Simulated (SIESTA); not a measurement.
Ti:

```
CELL_PARAMETERS angstrom
2.95000 0.00000 0.00000
-1.47500 2.55477 0.00000
0.00000 0.00000 4.68000
ATOMIC_POSITIONS crystal
Ti 0.66667 0.33333 0.75000
Ti 0.33333 0.66667 0.25000
```

```yaml
Program: SIESTA 5.4.2
Task: single point
Functional: PBEsol
Potentials_or_basis: PseudoDojo 0.4 standard (PBEsol files)
Basis: DZP (energy shift 0.003 Ry; two zetas on semicore shells)
Grid_cutoff: 800 Ry
Energy_shift: 0.003 Ry
k_mesh: 10 × 10 × 6
Occupations: fermi-dirac, width 0.05 eV
Spin: no spin polarisation
```

On this cell: pressure -5.5 GPa; largest force under 0.003 eV/Å; band gap on the k mesh none (metal or under the smearing width).

The same run follows on a disturbed copy (atoms moved at random, drawn with an rms of 0.05 Å):

```
Ti
1.0
     2.95000    0.00000    0.00000
    -1.47500    2.55477    0.00000
     0.00000    0.00000    4.68000
Ti
2
Direct
  0.68616 0.32688 0.74849
  0.33797 0.67291 0.24873
```

Question: What changes?

Answer: The energy (extrapolated to zero smearing) moves by +2.0 meV/atom; pressure -5.5 GPa; largest force 0.107 eV/Å; band gap on the k mesh none (metal or under the smearing width).

Forces on the atoms (eV/Å):
```
Ti  -0.096  0.048  0.004
Ti   0.095 -0.048 -0.004
```

Stress tensor (GPa, compression positive):
```
-5.97  0.75 -0.01
 0.75 -5.22  0.00
-0.01  0.00 -5.41
```

Caveats: the basis of atomic orbitals isn't converged, which shifts pressures, moduli and gaps.
